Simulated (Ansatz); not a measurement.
Si, space group Fd-3m: an equation of state with a fit, run with Ansatz 0.2.0 through its Python package.

`eos.py`:
```python
"""Energy against volume for Si, with a fit."""

import ansatz as az
import numpy as np
from scipy.optimize import curve_fit

VECTORS = np.array([
    [0.0, 2.71356, 2.71356],
    [2.71356, 0.0, 2.71356],
    [2.71356, 2.71356, 0.0],
])
SITES = [
    ("Si", (0.75, 0.75, 0.75)),
    ("Si", (0.5, 0.5, 0.5)),
]


def crystal_on(cell):
    crystal = az.Crystal(lattice=az.Lattice.of(cell))
    for symbol, position in SITES:
        crystal = crystal.atom(symbol, position)
    return crystal

def vinet(v, e0, v0, b0, b1):
    eta = (v / v0) ** (1 / 3)
    return e0 + 2 * b0 * v0 / (b1 - 1) ** 2 * (2 - (5 + 3 * b1 * (eta - 1) - 3 * eta) * np.exp(-1.5 * (b1 - 1) * (eta - 1)))


def main() -> None:
    # uniform scaling of the cell
    volumes, energies = [], []
    for scale in np.linspace(0.95, 1.07, 5):
        cell = VECTORS * scale ** (1 / 3)
        job = crystal_on(cell).calculation()
        job = job.occupations("fixed").functional("pbesol")
        job = job.pseudopotentials("paw").basis(500)
        job = job.kpoints(6, 6, 6)
        rep = job.run().report
        volumes.append(abs(np.linalg.det(cell)) / len(SITES))
        energies.append(rep["free_energy_ev"] / len(SITES))
        print(f"V = {volumes[-1]:8.4f} A^3/atom  F = {energies[-1]:.5f} eV/atom")

    guess = (min(energies), volumes[int(np.argmin(energies))], 0.5, 4.5)
    (e0, v0, b0, b1), _ = curve_fit(vinet, np.array(volumes), np.array(energies), p0=guess, maxfev=20000)
    print(f"Vinet fit: V0 = {v0:.4f} A^3/atom, B0 = {160.21766 * b0:.1f} GPa, B1 = {b1:.2f}")
    print("largest residual", round(1000 * float(np.abs(vinet(np.array(volumes), e0, v0, b0, b1) - energies).max()), 3), "meV/atom")


if __name__ == "__main__":
    main()
```

From its runs, with one value withheld:

| V (Å³/atom) | F less the lowest row shown (meV/atom) |
| --- | --- |
| 18.982 | ? |
| 19.581 | 3.45 |
| 20.181 | 0.00 |
| 20.780 | 6.79 |
| 21.380 | 22.32 |

What is the missing energy at 18.982 Å³ an atom?

A third-order Birch-Murnaghan fit, E = E0 + (9 V0 B0 / 16) [(t - 1)³ B' + (t - 1)² (6 - 4t)] with t = (V0/V)^(2/3), through the 4 rows shown gives V0 = 20.069 Å³, B0 = 94.1 GPa, B' = 4.29 and E0 = -0.18 meV. At V = 18.982 Å³, t = 1.03781, and the fit extrapolates to 18.89 meV. The run gave 18.86 meV, a miss of 0.03 meV.

Reading the output:
- For a gap this small the mesh is coarse, and bands can meet between its points.
- Of the deposited cell: the entry's cell lengths or inner coordinates differ somewhat from later room-temperature determinations.
- Hardware and time: 3.1 s on 1 thread of Arm Neoverse V1 (shared host), peak memory 0.28 GiB.
